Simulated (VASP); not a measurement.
# SiC (Moissanite 6H) (P6_3mc) in VASP: a series of runs

Aim: see how the results for SiC (Moissanite 6H) move with the level of theory and the settings. Levels: r2SCAN, LDA. Tasks: relaxation of cell and atoms.

Everything below comes from runs of VASP 6.6.1. Logs are shortened: lines on timing, memory, paths and dates and some standing lists are left out, and cuts for length are marked.

**1. Starting point**

Symmetry: P6_3mc, No. 186, hexagonal system. Conventional cell: a = 3.077 Å, b = 3.077 Å, c = 15.101 Å, α = 90.00°, β = 90.00°, γ = 120.00°. Si (site symmetry 3m) is surrounded by 4 C at 1.89 Å. Si (site symmetry 3m) has 4 C at 1.88 to 1.89 Å as nearest neighbours. Around Si (site symmetry 3m) lie 4 C at 1.88 to 1.89 Å. Around C (site symmetry 3m) lie 4 Si at 1.88 to 1.89 Å. C (site symmetry 3m) is surrounded by 4 Si at 1.89 Å. C (site symmetry 3m) is surrounded by 4 Si at 1.88 to 1.89 Å.

**2. Relaxation of cell and atoms, r2SCAN**

Contents of INCAR:

```
ALGO = Normal
EDIFF = 1E-7
EDIFFG = -0.005
ENCUT = 600
IBRION = 2
ISIF = 3
ISMEAR = 0
KPAR = 4
LASPH = True
LCHARG = False
LMIXTAU = True
LREAL = False
LWAVE = False
METAGGA = R2SCAN
NELM = 80
NSW = 90
PREC = Accurate
SIGMA = 0.03
```

Contents of KPOINTS:

```
k-points
0
Gamma
  12 12 2
```

Contents of POSCAR:

```
SiC                                     
1.0
    3.0770452503     -0.0000000000      0.0000000000
   -1.5385226252      2.6647993554     -0.0000000000
    0.0000000000     -0.0000000000     15.1013617686
  Si              C             
     6     6
Direct
     0.0000000000000000    0.0000000000000000    0.1250451092838887
     0.0000000000000000    1.0000000000000000    0.6250451092838887
     0.3333333332999970    0.6666666667000030    0.2918229628344127
     0.6666666667000030    0.3333333332999970    0.7918229628344127
     0.3333333332999970    0.6666666667000030    0.9583021604484787
     0.6666666667000030    0.3333333332999970    0.4583021604484786
     0.0000000000000000    0.0000000000000000    0.9996665788702788
     1.0000000000000000    1.0000000000000000    0.4996665788702788
     0.3333333332999970    0.6666666667000030    0.1668496640927409
     0.6666666667000030    0.3333333332999970    0.6668496640927409
     0.3333333332999970    0.6666666667000030    0.8333135244702002
     0.6666666667000030    0.3333333332999970    0.3333135244702004
```

Potentials or basis: VASP PAW PBE potentials, release 64 (Si, C).

Started as:

```sh
cat potpaw_PBE.64/Si/POTCAR potpaw_PBE.64/C/POTCAR > POTCAR
mpirun -np 4 vasp_std > vasp.out
```

OUTCAR:

```text
EDIFF = 1E-7
   EDIFFG = -0.005
   ENCUT = 600
   IBRION = 2
   ISIF = 3
   ISMEAR = 0
   LASPH = True
   LREAL = False
   METAGGA = R2SCAN
   NELM = 80
   NSW = 90
   PREC = Accurate

 ion  position               nearest neighbor table
   1  0.000  0.000  0.125-   9 1.89   9 1.89   9 1.89   7 1.89   5 3.08   5 3.08   5 3.08   3 3.08
                             3 3.08   3 3.08
   2  0.000  0.000  0.625-  10 1.89  10 1.89  10 1.89   8 1.89   6 3.08   6 3.08   6 3.08   4 3.08
                             4 3.08   4 3.08
   3  0.333  0.667  0.292-  12 1.88  12 1.88  12 1.88   9 1.89   6 3.08   6 3.08   6 3.08   1 3.08
                             1 3.08   1 3.08
   4  0.667  0.333  0.792-  11 1.88  11 1.88  11 1.88  10 1.89   5 3.08   5 3.08   5 3.08   2 3.08
                             2 3.08   2 3.08
   5  0.333  0.667  0.958-   7 1.88   7 1.88   7 1.88  11 1.89   4 3.08   4 3.08   4 3.08   1 3.08
                             1 3.08   1 3.08
   6  0.667  0.333  0.458-   8 1.88   8 1.88   8 1.88  12 1.89   3 3.08   3 3.08   3 3.08   2 3.08
                             2 3.08   2 3.08
   7  0.000  0.000  1.000-   5 1.88   5 1.88   5 1.88   1 1.89
   8  0.000  0.000  0.500-   6 1.88   6 1.88   6 1.88   2 1.89
   9  0.333  0.667  0.167-   1 1.89   1 1.89   1 1.89   3 1.89
  10  0.667  0.333  0.667-   2 1.89   2 1.89   2 1.89   4 1.89
  11  0.333  0.667  0.833-   4 1.88   4 1.88   4 1.88   5 1.89
  12  0.667  0.333  0.333-   3 1.88   3 1.88   3 1.88   6 1.89

  LATTYP: Found a hexagonal cell.
 ALAT       =     3.0770452503
 C/A-ratio  =     4.9077477061

  Lattice vectors:

 A1 = (   3.0770452503,   0.0000000000,   0.0000000000)
 A2 = (  -1.5385226252,   2.6647993554,   0.0000000000)
 A3 = (   0.0000000000,   0.0000000000,  15.1013617686)

Analysis of symmetry for initial positions (statically):
=====================================================================
 Subroutine PRICEL returns:
 Original cell was already a primitive cell.

 Routine SETGRP: Setting up the symmetry group for a
 hexagonal supercell.

 Subroutine GETGRP returns: Found 12 space group operations
 (whereof  6 operations were pure point group operations)
 out of a pool of 24 trial point group operations.

The static configuration has the point symmetry C_3v.
 The point group associated with its full space group is C_6v.

Analysis of symmetry for dynamics (positions and initial velocities):
=====================================================================
 Subroutine PRICEL returns:
[... 135 lines left out ...]
   NFREE  =      1    steps in history (QN), initial steepest desc. (CG)
   ISIF   =      3    stress and relaxation
   ISYM   =      2    0-nonsym 1-usesym 2-fastsym
   POTIM  = 0.5000    time-step for ionic-motion
   TEBEG  =    0.0;   TEEND  =   0.0 temperature during run
   PSTRESS=    0.0 pullay stress
   NELECT =      48.0000    total number of electrons
   NUPDOWN=      -1.0000    fix difference up-down
   EMIN   =  10.00;   EMAX   =-10.00  energy-range for DOS
   EFERMI =   0.00;   METHOD = LEGACY
   ISMEAR =     0;   SIGMA  =   0.03  broadening in eV -4-tet -1-fermi 0-gaus
   EFERMI_NEDOS =   21; number of points for ismear=-14 and -15
   IALGO  =     38    algorithm
   IMIX   =      4    mixing-type and parameters
     AMIX     =   0.40;   BMIX     =  1.00
     AMIX_MAG =   1.60;   BMIX_MAG =  1.00
  volume/ion in A,a.u.               =      10.32        69.64
  Fermi-wavevector in a.u.,A,eV,Ry     =   1.193669  2.255706 19.386187  1.424845
  Thomas-Fermi vector in A             =   2.329677
   LORBIT       =      0    0 simple, 1 ext, 2 COOP (PROOUT), +10 PAW based schemes
   METAGGA = R2SCAN    functional components
   LHFCALC =     F    Hartree Fock is set to
   AEXX    =    0.0000 exact exchange contribution
   IVDW    =     0    specifies the selected vdW correction
   LEPSILON=     F    determine dielectric tensor
   LRPA    =     F    only Hartree local field effects (RPA)
 conjugate gradient relaxation of ions
 non-spin polarized calculation
 Gauss-broadening in eV      SIGMA  =   0.03
  energy-cutoff  :      600.00
  volume of cell :      123.83
 maximum number of plane-waves:      4176
 NGX is ok and might be reduce to    28
   NGX = 13   NGY = 13   NGZ = 61

--------------------------------------- Ionic step        1  -------------------------------------------

 number of electron      47.9999998 magnetization

 Free energy of the ion-electron system (eV)
  ---------------------------------------------------
  ext. energy  EPLUGINS =         0.00000000
  ---------------------------------------------------
  free energy    TOTEN  =      -115.97640334 eV

  energy without entropy =     -115.97640334  energy(sigma->0) =     -115.97640334

------------------------ aborting loop because EDIFF is reached ----------------------------------------

  FORCE on cell =-STRESS in cart. coord.  units (eV):
  Direction    XX          YY          ZZ          XY          YZ          ZX
  --------------------------------------------------------------------------------------
  -------------------------------------------------------------------------------------
  Total       -0.0294657     -0.0294657     -0.0830392      0.0000000     -0.0000000      0.0000000
  in kB       -0.3812531     -0.3812531     -1.0744331      0.0000000     -0.0000000      0.0000000
  external PRESSURE =      -0.6123131 kB  Pullay stress =       0.0000000 kB
[... 79 lines left out ...]
--------------------------------------- Ionic step        3  -------------------------------------------

 number of electron      47.9999998 magnetization

 Free energy of the ion-electron system (eV)
  ---------------------------------------------------
  ext. energy  EPLUGINS =         0.00000000
  ---------------------------------------------------
  free energy    TOTEN  =      -115.97641381 eV

  energy without entropy =     -115.97641381  energy(sigma->0) =     -115.97641381

 E-fermi :   8.2180     XC(G=0): -11.9450

 val. band max:        8.0620031909   @ k =   0.0000   0.0000   0.0000
 cond. band min:      10.4610255771   @ k =   0.5000   0.0000   0.0000
 fundamental gap:      2.3990223862
 Fermi energy:         8.2179870466

 k-point     1 :       0.0000    0.0000    0.0000
  band No.  band energies     occupation
      1      -8.1956      2.00000
      2      -7.6539      2.00000
      3      -7.6179      2.00000
      4      -6.0778      2.00000
      5      -6.0464      2.00000
      6      -4.5599      2.00000
[... 805 lines left out ...]
     30      13.9240      0.00000
     31      14.7357      0.00000

 [... further k-points ...]
[... 5 lines left out ...]
  --------------------------------------------------------------------------------------
  -------------------------------------------------------------------------------------
  Total       -0.0014230     -0.0014230      0.0010860      0.0000000      0.0000000      0.0000000
  in kB       -0.0184164     -0.0184164      0.0140558      0.0000000      0.0000000      0.0000000
  external PRESSURE =      -0.0075923 kB  Pullay stress =       0.0000000 kB
[... 27 lines left out ...]
  FREE ENERGIE OF THE ION-ELECTRON SYSTEM (eV)
  ---------------------------------------------------
  free  energy   TOTEN  =      -115.9764138126 eV

  energy  without entropy=     -115.9764138126  energy(sigma->0) =     -115.97641381

 reached required accuracy - stopping structural energy minimisation
```

Wall time 6.5 min (4 MPI ranks of Intel Xeon 6975P-C (Granite Rapids), shared host); peak memory 0.41 GiB.

What came out:

| Quantity | Value |
| --- | --- |
| Free energy | -115.9764 eV |
| Relaxed volume | 10.32 Å³/atom |
| Relaxed cell | a = 3.077 Å, b = 3.077 Å, c = 15.099 Å, α = 90.00°, β = 90.00°, γ = 120.00° |
| Space group after relaxing (to 0.05 Å) | P6_3mc (No. 186) |
| Energy gained by relaxing | 0.0 meV/atom |
| Ionic steps | 3 |
| Pressure after relaxing | 0.0 GPa |
| Band gap on the k mesh | 2.40 eV, indirect (least direct gap 3.56 eV) |

Final structure:
```cif
data_structure
_symmetry_space_group_name_H-M 'P 1'
_symmetry_Int_Tables_number 1
_cell_length_a 3.0769
_cell_length_b 3.0769
_cell_length_c 15.0990
_cell_angle_alpha 90.000
_cell_angle_beta 90.000
_cell_angle_gamma 120.000
_cell_volume 123.79
loop_
_atom_site_label
_atom_site_type_symbol
_atom_site_fract_x
_atom_site_fract_y
_atom_site_fract_z
_atom_site_occupancy
Si1 Si 0.00000 0.00000 0.12504 1
Si2 Si 0.00000 0.00000 0.62504 1
Si3 Si 0.33333 0.66667 0.29182 1
Si4 Si 0.66667 0.33333 0.79182 1
Si5 Si 0.33333 0.66667 0.95830 1
Si6 Si 0.66667 0.33333 0.45830 1
C1 C 0.00000 0.00000 0.99968 1
C2 C 0.00000 0.00000 0.49968 1
C3 C 0.33333 0.66667 0.16685 1
C4 C 0.66667 0.33333 0.66685 1
C5 C 0.33333 0.66667 0.83331 1
C6 C 0.66667 0.33333 0.33331 1
```

Levels at points of the mesh, in eV from the valence-band top:
```tsv
k point	band 21	band 22	band 23	band 24	band 25	band 26	band 27	band 28
(0.00, 0.00, 0.00)	-0.32	-0.04	0.00	0.00	5.77	5.95	6.36	6.87
(0.50, 0.00, 0.00)	-1.90	-1.87	-1.72	-1.16	2.40	2.62	3.68	4.35
(0.00, 0.00, 0.50)	-0.10	-0.10	-0.10	-0.10	5.84	5.84	6.59	6.59
(0.50, 0.00, 0.50)	-1.79	-1.79	-1.37	-1.37	2.46	2.46	3.90	3.90
```

Caveat: the PAW data sets were made with another functional, which shifts forces and pressure a little. A k mesh can miss the band edges.

**3. Relaxation of cell and atoms, LDA**

This run uses another cell than the first one, of 10.49 Å³/atom, 1.016 times its volume.

Contents of INCAR:

```
  PREC = Accurate
  ENCUT = 600
  EDIFF = 1E-6
  ISMEAR = 0
  SIGMA = 0.03
  LREAL = F
  LASPH = T
  NELM = 80
  ALGO = Normal
  ISIF = 3
  LWAVE = F
  LCHARG = F
  GGA = CA
  IBRION = 2
  NSW = 90
  EDIFFG = -0.01
  KPAR = 4
```

Contents of KPOINTS:

```
Automatic mesh
0
Gamma
  12 12 2
```

Contents of POSCAR:

```
SiC
1.0
    3.0950000000      0.0000000000      0.0000000000
   -1.5475000000      2.6803486247      0.0000000000
    0.0000000000      0.0000000000     15.1700000000
Si C
6 6
Direct
    0.0000000000      0.0000000000      0.1250000000
    0.0000000000      0.0000000000      0.6250000000
    0.3333333333      0.6666666667      0.2917000000
    0.6666666667      0.3333333333      0.7917000000
    0.3333333333      0.6666666667      0.9583000000
    0.6666666667      0.3333333333      0.4583000000
    0.0000000000      0.0000000000      0.0000000000
    0.0000000000      0.0000000000      0.5000000000
    0.3333333333      0.6666666667      0.1667000000
    0.6666666667      0.3333333333      0.6667000000
    0.3333333333      0.6666666667      0.8333000000
    0.6666666667      0.3333333333      0.3333000000
```

Potentials or basis: VASP PAW LDA potentials, release 64 (Si, C).

Started as:

```sh
cat potpaw_LDA.64/Si/POTCAR potpaw_LDA.64/C/POTCAR > POTCAR
mpirun -np 4 vasp_std > vasp.out
```

Wall time 2.7 min (4 MPI ranks of Intel Xeon Platinum 8488C (Sapphire Rapids), shared host); peak memory 0.32 GiB.

Results (log left out):

```yaml
Free_energy: -99.8872 eV
Relaxed_volume: 10.15 Å³/atom
Relaxed_cell: a = 3.061 Å, b = 3.061 Å, c = 15.019 Å, α = 90.00°, β = 90.00°, γ = 120.00°
Space_group_after_relaxing_to_0.05_Å: P6_3mc (No. 186)
Energy_gained_by_relaxing: 7.7 meV/atom
Ionic_steps: 7
Pressure_after_relaxing: -0.1 GPa
Largest_force_after_relaxing: 0.009 eV/Å
Band_gap_on_the_k_mesh: 1.97 eV, indirect (least direct gap 3.07 eV)
```

Forces in eV/Å, atoms in the order of the input:
```
Si   0.000  0.000 -0.005
Si   0.000  0.000 -0.005
Si   0.000  0.000 -0.006
Si   0.000  0.000 -0.006
Si   0.000  0.000 -0.003
Si   0.000  0.000 -0.003
C    0.000  0.000  0.009
C    0.000  0.000  0.009
C    0.000  0.000  0.003
C    0.000  0.000  0.003
C    0.000  0.000  0.002
C    0.000  0.000  0.002
```

Stress tensor (GPa, compression positive):
```
-0.06  0.00  0.00
 0.00 -0.06  0.00
 0.00  0.00 -0.14
```

Step by step:
```csv
step,energy change (eV),largest force (eV/Å),pressure (GPa),volume (Å³)
1,0.0000,0.1437,-7.05,125.85
2,0.0158,0.1287,8.51,117.63
3,-0.0926,0.0268,-0.05,121.81
4,-0.0926,0.0266,0.10,121.73
5,-0.0927,0.0126,0.11,121.73
6,-0.0927,0.0134,0.11,121.73
7,-0.0927,0.0089,-0.09,121.83
```

Final structure:
```
CELL_PARAMETERS angstrom
3.06053 0.00000 0.00000
-1.53026 2.65050 0.00000
0.00000 0.00000 15.01905
ATOMIC_POSITIONS crystal
Si 0.00000 0.00000 0.12505
Si 0.00000 0.00000 0.62505
Si 0.33333 0.66667 0.29183
Si 0.66667 0.33333 0.79183
Si 0.33333 0.66667 0.95830
Si 0.66667 0.33333 0.45830
C 0.00000 0.00000 0.99967
C 0.00000 0.00000 0.49967
C 0.33333 0.66667 0.16683
C 0.66667 0.33333 0.66683
C 0.33333 0.66667 0.83332
C 0.66667 0.33333 0.33332
```

Levels at points of the mesh, in eV from the valence-band top:
```tsv
k point	band 22	band 23	band 24	band 25	band 26	band 27
(0.00, 0.00, 0.00)	-0.04	0.00	0.00	5.30	5.47	5.89
(0.50, 0.00, 0.00)	-1.80	-1.68	-1.11	1.97	2.16	3.16
(0.00, 0.00, 0.50)	-0.10	-0.10	-0.10	5.37	5.37	6.12
(0.50, 0.00, 0.50)	-1.73	-1.32	-1.32	2.01	2.01	3.38
```

A k mesh can miss the band edges. LDA usually gives volumes a few per cent too small.
